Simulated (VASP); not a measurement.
# Na (P4/mmm) in VASP: a series of runs, part 2 of 2

VASP 6.6.1. The steps go on from the part before.

## 4. Relaxation of cell and atoms, PBE (random cell by space group and Wyckoff sites (P4/mmm, No. 123))

Contents of INCAR:

```
PREC = Accurate
ENCUT = 600
EDIFF = 1E-6
ISMEAR = 0
SIGMA = 0.1
LREAL = False
LASPH = True
NELM = 80
ALGO = Normal
ISIF = 3
LWAVE = False
LCHARG = False
GGA = PE
IBRION = 2
NSW = 90
EDIFFG = -0.04
```

Contents of KPOINTS:

```
Automatic mesh
0
Gamma
  6 6 6
```

Contents of POSCAR:

```
Na
1.0
    3.4747379115      0.0000000000      0.0000000000
    0.0000000000      3.4747379115      0.0000000000
    0.0000000000      0.0000000000      3.2557911023
Na
1
Direct
    0.5000000000      0.5000000000      0.0000000000
```

Launch:

```console
> cat potpaw_PBE.64/Na_pv/POTCAR > POTCAR
> mpirun -np 1 vasp_std > vasp.out
```

Wall time 16 s (1 thread of AMD EPYC 7R43 (Zen 3), shared host); peak memory 0.12 GiB.

It converged, with:

```yaml
Free_energy: -1.1765 eV
Relaxed_volume: 40.05 Å³/atom
Relaxed_cell: a = 3.439 Å, b = 3.439 Å, c = 3.387 Å, α = 90.00°, β = 90.00°, γ = 90.00°
Space_group_after_relaxing_to_0.05_Å: P4/mmm (No. 123)
Energy_gained_by_relaxing: 5.9 meV/atom
Ionic_steps: 3
Pressure_after_relaxing: 0.0 GPa
Band_gap_on_the_k_mesh: none (metal or under the smearing width)
```

Stress tensor (GPa, compression positive):
```
-0.09  0.00  0.00
 0.00 -0.09  0.00
 0.00  0.00  0.13
```

Step by step:
| step | energy change (eV) | largest force (eV/Å) | pressure (GPa) | volume (Å³) |
| --- | --- | --- | --- | --- |
| 1 | 0.0000 | 0.0000 | 0.16 | 39.31 |
| 2 | -0.0027 | 0.0000 | 0.11 | 39.53 |
| 3 | -0.0059 | 0.0000 | -0.01 | 40.05 |

Final structure:
```
CELL_PARAMETERS angstrom
3.43891 0.00000 0.00000
0.00000 3.43891 0.00000
0.00000 0.00000 3.38650
ATOMIC_POSITIONS crystal
Na 0.50000 0.50000 0.00000
```

Levels at points of the mesh, in eV from the Fermi level:
```csv
k point,band 1,band 2,band 3,band 4,band 5,band 6
"(0.00, 0.00, 0.00)",-25.23,-25.23,-25.23,-3.23,7.97,8.17
"(0.50, 0.00, 0.00)",-25.27,-25.23,-25.23,-0.08,0.03,10.34
"(0.50, 0.50, 0.00)",-25.27,-25.27,-25.22,2.78,2.78,3.03
"(0.00, 0.00, 0.50)",-25.28,-25.22,-25.22,-0.01,0.15,10.32
"(0.50, 0.00, 0.50)",-25.27,-25.27,-25.22,2.85,2.90,3.09
"(0.50, 0.50, 0.50)",-25.27,-25.26,-25.26,5.68,5.68,5.75
```

## 5. Single point, PBE (random cell by space group and Wyckoff sites (P4/mmm, No. 123))

Contents of INCAR:

```
SYSTEM = Na
PREC     = Accurate       ! precision mode
ENCUT    = 520            ! plane-wave cutoff, eV
EDIFF    = 1E-7           ! SCF threshold, eV
ISMEAR   = 0              ! smearing method
SIGMA    = 0.1            ! smearing width, eV
LREAL    = .FALSE.        ! projectors in reciprocal space
LASPH    = .TRUE.         ! aspherical terms in the spheres
NELM     = 60             ! most SCF steps
ALGO     = Fast           ! electronic algorithm
ISIF     = 2              ! what is computed and relaxed
LWAVE    = .FALSE.        ! write WAVECAR
LCHARG   = .FALSE.        ! write CHGCAR
GGA      = PE             ! functional
NBANDS   = 10             ! bands
```

Contents of KPOINTS:

```
Automatic mesh
0
G
  6 6 4
  0 0 0
```

POSCAR is that of step 4.

Potentials or basis: VASP PAW PBE potentials, release 64 (Na_pv).

Launch:

```console
> cat potpaw_PBE.64/Na_pv/POTCAR > POTCAR
> mpirun -np 1 vasp_std > vasp.out
```

OUTCAR:

```text
SYSTEM = Na
   PREC = Accurate
   ENCUT = 520
   EDIFF = 1E-7
   ISMEAR = 0
   LREAL = .FALSE.
   LASPH = .TRUE.
   NELM = 60
   ISIF = 2
   GGA = PE

 ion  position               nearest neighbor table
   1  0.500  0.500  0.000-

  LATTYP: Found a simple tetragonal cell.
 ALAT       =     3.4747379115
 C/A-ratio  =     0.9369889716

  Lattice vectors:

 A1 = (   3.4747379115,   0.0000000000,   0.0000000000)
 A2 = (   0.0000000000,   3.4747379115,   0.0000000000)
 A3 = (   0.0000000000,   0.0000000000,   3.2557911023)

Analysis of symmetry for initial positions (statically):
=====================================================================
 Subroutine PRICEL returns:
 Original cell was already a primitive cell.

 Routine SETGRP: Setting up the symmetry group for a
 simple tetragonal supercell.

 Subroutine GETGRP returns: Found 16 space group operations
 (whereof 16 operations were pure point group operations)
 out of a pool of 16 trial point group operations.

The static configuration has the point symmetry D_4h.

Analysis of symmetry for dynamics (positions and initial velocities):
[... 169 lines left out ...]
      1     -24.9390      2.00000
      2     -24.9390      2.00000
      3     -24.9381      2.00000
      4      -2.9812      2.00000
      5       7.9955      0.00000
      6       8.7659      0.00000
      7       9.1760      0.00000
      8       9.1760      0.00000
      9      10.9251      0.00000
     10      12.7582      0.00000
[... 287 lines left out ...]
 k-point    24 :       0.5000    0.0000    0.5000
  band No.  band energies     occupation
      1     -25.0052      2.00000
      2     -24.9694      2.00000
      3     -24.9292      2.00000
      4       3.2053      0.00000
      5       3.4322      0.00000
      6       3.4671      0.00000
      7       4.3781      0.00000
      8      13.8678      0.00000
      9      14.2631      0.00000
     10      15.5020      0.00000

 [... further k-points ...]

------------------------ aborting loop because EDIFF is reached ----------------------------------------

  FORCE on cell =-STRESS in cart. coord.  units (eV):
  Direction    XX          YY          ZZ          XY          YZ          ZX
  --------------------------------------------------------------------------------------
  -------------------------------------------------------------------------------------
  Total       -0.0200954     -0.0200954      0.0693995      0.0000000     -0.0000000      0.0000000
  in kB       -0.8190421     -0.8190421      2.8285666      0.0000000     -0.0000000      0.0000000
  external PRESSURE =       0.3968275 kB  Pullay stress =       0.0000000 kB

 VOLUME and BASIS-vectors are now :
 -----------------------------------------------------------------------------
  energy-cutoff  :      520.00
  volume of cell :       39.31
      direct lattice vectors                 reciprocal lattice vectors
     3.474737912  0.000000000  0.000000000     0.287791490  0.000000000  0.000000000
     0.000000000  3.474737912  0.000000000     0.000000000  0.287791490  0.000000000
     0.000000000  0.000000000  3.255791102     0.000000000  0.000000000  0.307145013

 POSITION                                       TOTAL-FORCE (eV/Angst)
 -----------------------------------------------------------------------------------
      1.73737      1.73737      0.00000         0.000000      0.000000      0.000000
 -----------------------------------------------------------------------------------
    total drift:                                0.000000      0.000000      0.000000

  FREE ENERGIE OF THE ION-ELECTRON SYSTEM (eV)
  ---------------------------------------------------
  free  energy   TOTEN  =        -1.2060283472 eV

  energy  without entropy=       -1.2045613312  energy(sigma->0) =       -1.20529484
```

Run time: 9.3 s. Hardware: 1 thread of AMD EPYC 7R43 (Zen 3), shared host; peak memory 0.11 GiB.

What came out:

```yaml
Free_energy: -1.2060 eV
Pressure: 0.0 GPa
Band_gap_on_the_k_mesh: none (metal or under the smearing width)
```

Caveat: the k mesh is coarse (spacing up to 0.48 Å⁻¹), so the values aren't converged.

## 6. Relaxation of cell and atoms, PBE (random cell by space group and Wyckoff sites (P4/mmm, No. 123))

Contents of INCAR:

```
ALGO = Fast
EDIFF = 1E-6
EDIFFG = -0.04
ENCUT = 600
GGA = PE
IBRION = 2
ISIF = 3
ISMEAR = 0
LASPH = T
LCHARG = F
LREAL = F
LWAVE = F
NELM = 60
NSW = 90
PREC = Accurate
SIGMA = 0.1
```

Contents of KPOINTS:

```
k-points
0
Gamma
  6 6 4
```

Contents of POSCAR:

```
Na
1.0
    2.6788328500      0.0000000000      0.0000000000
    0.0000000000      2.6788328500      0.0000000000
    0.0000000000      0.0000000000      4.9951800600
Na
1
Direct
    0.5000000000      0.5000000000      0.0000000000
```

Potentials or basis: VASP PAW PBE potentials, release 64 (Na_pv).

Launch:

```console
> cat potpaw_PBE.64/Na_pv/POTCAR > POTCAR
> mpirun -np 1 vasp_std > vasp.out
```

Wall time 70 s (1 thread of AMD EPYC 7R43 (Zen 3), shared host); peak memory 0.12 GiB.

The run converged. Its results:

| Item | Value |
| --- | --- |
| Free energy | -1.2009 eV |
| Relaxed volume | 38.48 Å³/atom |
| Relaxed cell | a = 3.425 Å, b = 3.425 Å, c = 3.281 Å, α = 90.00°, β = 90.00°, γ = 90.00° |
| Space group after relaxing (to 0.05 Å) | P4/mmm (No. 123) |
| Energy gained by relaxing | 622.0 meV/atom |
| Ionic steps | 11 |
| Pressure after relaxing | 0.1 GPa |
| Band gap on the k mesh | none (metal or under the smearing width) |

The path:
```
step  energy change (eV)  largest force (eV/Å)  pressure (GPa)  volume (Å³)
   1              0.0000                0.0000            5.70        35.85
   2             -0.3438                0.0000            2.01        42.65
   3             -0.4904                0.0000            0.00        50.18
   4             -0.5086                0.0000           -0.45        53.37
   5             -0.5111                0.0000           -0.59        54.80
   6             -0.5268                0.0000           -0.59        52.94
   7             -0.5680                0.0000           -0.61        47.40
   8             -0.6124                0.0000            0.52        36.45
   9             -0.6081                0.0000           -0.42        41.88
  10             -0.6211                0.0000           -0.04        39.32
  11             -0.6220                0.0000            0.10        38.48
```

Final structure:
```
Na
1.0
     3.42461    0.00000    0.00000
     0.00000    3.42461    0.00000
     0.00000    0.00000    3.28065
Na
1
Cartesian
  1.7123 1.7123 0.0000
```

Levels at points of the mesh, in eV from the Fermi level:
```csv
k point,band 1,band 2,band 3,band 4,band 5,band 6
"(0.00, 0.00, 0.00)",-25.30,-25.30,-25.30,-3.41,7.85,8.39
"(0.50, 0.00, 0.00)",-25.35,-25.30,-25.30,-0.24,-0.12,12.43
"(0.50, 0.50, 0.00)",-25.34,-25.34,-25.30,2.64,2.64,2.89
"(0.00, 0.00, 0.50)",-25.37,-25.30,-25.30,-0.03,0.25,10.43
"(0.50, 0.00, 0.50)",-25.37,-25.34,-25.30,2.85,3.00,3.06
"(0.50, 0.50, 0.50)",-25.36,-25.34,-25.34,5.65,5.85,5.94
```

Caveat: the k mesh is coarse (spacing up to 0.39 Å⁻¹), so the values aren't converged.

## 7. Summary

| task | cell | k mesh | cutoff (eV) | mesh quality | gap on the mesh (eV) | pressure (GPa) | relaxed volume (Å³/atom) |
| --- | --- | --- | --- | --- | --- | --- | --- |
| single point | random cell by space group and Wyckoff sites (P4/mmm, No. 123) | 6 × 6 × 4 | 520 | coarse | none | 0.0 | - |
| single point | random cell by space group and Wyckoff sites (P4/mmm, No. 123) | 6 × 6 × 6 | 520 | not flagged | none | 0.0 | - |
| relaxation of cell and atoms | relaxed from: random cell by space group and Wyckoff sites (P4/mmm, No. 123) | 6 × 6 × 6 | 600 | not flagged | none | 0.0 | 40.05 |
| relaxation of cell and atoms | relaxed from: random cell by space group and Wyckoff sites (P4/mmm, No. 123) | 6 × 6 × 4 | 600 | coarse | none | 0.1 | 38.48 |

Alike in all rows: level PBE; potentials or basis VASP PAW PBE potentials, release 64 (Na_pv); no spin polarisation; smearing gaussian 0.1 eV.

Caveats: some runs use coarse meshes.

Absolute energies hang on the potentials; compare differences alone.
